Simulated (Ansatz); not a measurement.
## O started on a Ti site next to Ti started in the widest void in anatase TiO2, 109 atoms, charge 0

All numbers come from Ansatz (PAW, plane waves, no spin–orbit coupling) at the single k point (¼, ¼, ¼) without its symmetry partners. The atoms were relaxed with PBEsol in a fixed cell; other functionals are single points on those atoms unless said otherwise. The valence top and gap of the host come from its small cell on a dense mesh, with the band extrema sought between the mesh points, lined up by the mean potential, PBEsol gap 2.10 eV, HSE06 gap 3.65 eV, r²SCAN gap 2.54 eV.

Relaxed structure:

```cif
data_structure
_symmetry_space_group_name_H-M 'P 1'
_symmetry_Int_Tables_number 1
_cell_length_a 11.3113
_cell_length_b 11.3113
_cell_length_c 9.5484
_cell_angle_alpha 90.000
_cell_angle_beta 90.000
_cell_angle_gamma 90.000
_cell_volume 1221.67
loop_
_atom_site_label
_atom_site_type_symbol
_atom_site_fract_x
_atom_site_fract_y
_atom_site_fract_z
_atom_site_occupancy
Ti1 Ti 0.00088 0.00213 0.00284 1
Ti2 Ti 0.99894 0.33592 0.00280 1
Ti3 Ti 0.00064 0.66930 0.99962 1
Ti4 Ti 0.33480 0.00421 0.00085 1
Ti5 Ti 0.33268 0.33356 0.99857 1
Ti6 Ti 0.33622 0.67560 0.99275 1
Ti7 Ti 0.66887 0.00444 0.99703 1
Ti8 Ti 0.66510 0.33379 0.99727 1
Ti9 Ti 0.66432 0.67827 0.98875 1
Ti10 Ti 0.00303 0.16908 0.25109 1
Ti11 Ti 0.01631 0.50356 0.25305 1
Ti12 Ti 0.00284 0.83542 0.25137 1
Ti13 Ti 0.33128 0.17357 0.25331 1
Ti14 Ti 0.34012 0.51086 0.22897 1
Ti15 Ti 0.33665 0.84036 0.25278 1
Ti16 Ti 0.67403 0.16863 0.25228 1
Ti17 Ti 0.68903 0.51830 0.22495 1
Ti18 Ti 0.66667 0.84151 0.25329 1
Ti19 Ti 0.16761 0.99492 0.75389 1
Ti20 Ti 0.16575 0.32660 0.75450 1
Ti21 Ti 0.16792 0.66510 0.75212 1
Ti22 Ti 0.50094 0.99246 0.75416 1
Ti23 Ti 0.49923 0.33991 0.75174 1
Ti24 Ti 0.50128 0.65570 0.73678 1
Ti25 Ti 0.83642 0.99493 0.74983 1
Ti26 Ti 0.83405 0.33071 0.75130 1
Ti27 Ti 0.83583 0.66187 0.74846 1
Ti28 Ti 0.16609 0.16237 0.50560 1
Ti29 Ti 0.16238 0.49516 0.51628 1
Ti30 Ti 0.16883 0.82977 0.50147 1
Ti31 Ti 0.49817 0.15176 0.51587 1
Ti32 Ti 0.50199 0.81984 0.50434 1
Ti33 Ti 0.83435 0.16161 0.50377 1
Ti34 Ti 0.83184 0.49386 0.49310 1
Ti35 Ti 0.83508 0.82814 0.49885 1
Ti36 Ti 0.53863 0.38172 0.37389 1
O1 O 0.00285 0.00245 0.20932 1
O2 O 0.00761 0.33635 0.21135 1
O3 O 0.01247 0.66929 0.20845 1
O4 O 0.34705 0.00665 0.21342 1
O5 O 0.32583 0.33664 0.20321 1
O6 O 0.33296 0.67295 0.20370 1
O7 O 0.65702 0.00577 0.21069 1
O8 O 0.66741 0.33783 0.21289 1
O9 O 0.67107 0.67593 0.20343 1
O10 O 0.00012 0.15749 0.45618 1
O11 O 0.99806 0.49430 0.45717 1
O12 O 0.00135 0.82688 0.45746 1
O13 O 0.33379 0.16060 0.46136 1
O14 O 0.32733 0.47557 0.53524 1
O15 O 0.33477 0.82778 0.45946 1
O16 O 0.66848 0.15934 0.45747 1
O17 O 0.66868 0.47362 0.42840 1
O18 O 0.66929 0.83302 0.45669 1
O19 O 0.99891 0.16902 0.04561 1
O20 O 0.00639 0.50249 0.04505 1
O21 O 0.99838 0.83567 0.04404 1
O22 O 0.33432 0.16833 0.04551 1
O23 O 0.32982 0.50490 0.03018 1
O24 O 0.33276 0.83996 0.04479 1
O25 O 0.67156 0.16981 0.04579 1
O26 O 0.67919 0.50483 0.02994 1
O27 O 0.67238 0.84058 0.04219 1
O28 O 0.00125 0.99559 0.79490 1
O29 O 0.99884 0.32879 0.79542 1
O30 O 0.00062 0.66118 0.79151 1
O31 O 0.33355 0.99501 0.79690 1
O32 O 0.33271 0.32718 0.79355 1
O33 O 0.33450 0.66493 0.78999 1
O34 O 0.66936 0.99550 0.79344 1
O35 O 0.66824 0.32207 0.79649 1
O36 O 0.66888 0.67111 0.78976 1
O37 O 0.16940 0.16873 0.29474 1
O38 O 0.18115 0.50398 0.31072 1
O39 O 0.16973 0.84248 0.29449 1
O40 O 0.50188 0.21234 0.30899 1
O41 O 0.50980 0.49477 0.23136 1
O42 O 0.50185 0.83122 0.29253 1
O43 O 0.83462 0.17133 0.29092 1
O44 O 0.84526 0.51136 0.28391 1
O45 O 0.83546 0.83842 0.29129 1
O46 O 0.16723 0.00405 0.96188 1
O47 O 0.16583 0.33082 0.95964 1
O48 O 0.16736 0.67591 0.95661 1
O49 O 0.50215 0.00407 0.95908 1
O50 O 0.50058 0.33194 0.96553 1
O51 O 0.50160 0.67608 0.96204 1
O52 O 0.83506 0.00490 0.95832 1
O53 O 0.83496 0.33609 0.95985 1
O54 O 0.83636 0.67080 0.95500 1
O55 O 0.16584 0.99579 0.54643 1
O56 O 0.15205 0.32482 0.54922 1
O57 O 0.16405 0.66459 0.54633 1
O58 O 0.50391 0.99300 0.54224 1
O59 O 0.51017 0.32475 0.55213 1
O60 O 0.50908 0.66488 0.54702 1
O61 O 0.83501 0.99576 0.54339 1
O62 O 0.83509 0.32918 0.54242 1
O63 O 0.82756 0.66071 0.53821 1
O64 O 0.40040 0.48370 0.42097 1
O65 O 0.16871 0.16101 0.71204 1
O66 O 0.16256 0.49570 0.71794 1
O67 O 0.16743 0.83073 0.71025 1
O68 O 0.49698 0.15865 0.71155 1
O69 O 0.50814 0.49537 0.74877 1
O70 O 0.49820 0.83161 0.71074 1
O71 O 0.83587 0.16281 0.70730 1
O72 O 0.83010 0.49588 0.70355 1
O73 O 0.83844 0.82895 0.70548 1
```

Chemical potentials μ are those of reference phases of the elements at zero temperature by the same functional (the usual solids, diamond for C, grey Sn, and the molecules H2, N2, O2, F2, Cl2, Br2 and S8).

```tsv
functional	E(defect) − E(host) − Σ nμ + q·E_VBM (eV)	monopole (eV)	alignment (eV)	formation energy at E_F = VBM (eV)	moment (μB)	wall time, shared host
PBEsol	3.75	0.00	0.00	3.75	0 (no spin)	29 s on NVIDIA GB200 (relaxation)
```

Question: Estimate the formation energy and moment that HSE06 gives on these atoms.

Answer: 4.61 eV at E_F = VBM, moment 0 (no spin). r²SCAN gives 4.36 eV.

HSE06 one-electron levels near the gap (the ten most localised at most), from the host's valence top:

```tsv
level (eV)	spin	filling	atoms sharing it	element of the atom with most weight
-0.27	both	2.00	43.3	spread
-0.25	both	2.00	42.1	spread
-0.22	both	2.00	40.0	spread
-0.18	both	2.00	38.3	spread
-0.15	both	2.00	42.5	spread
-0.05	both	2.00	27.8	O
-0.02	both	2.00	32.4	O
0.34	both	2.00	4.3	O
1.02	both	2.00	3.6	O
```

r²SCAN one-electron levels near the gap (the ten most localised at most), from the host's valence top:

```csv
level (eV),spin,filling,atoms sharing it,element of the atom with most weight
-0.29,both,2.00,51.6,spread
-0.26,both,2.00,44.7,spread
-0.25,both,2.00,41.3,spread
-0.22,both,2.00,48.0,spread
-0.18,both,2.00,39.5,spread
-0.14,both,2.00,42.9,spread
-0.06,both,2.00,34.0,spread
-0.02,both,2.00,28.2,O
0.36,both,2.00,4.1,O
0.96,both,2.00,3.8,O
```

All elements are taken at their own reference at once; growth conditions in equilibrium with the host shift these energies, by up to the host's formation enthalpy.

The runs had no spin; a d shell or close levels can favour a state with a moment.

One k point and a cell of this size can leave errors of several tenths of an eV in such numbers.
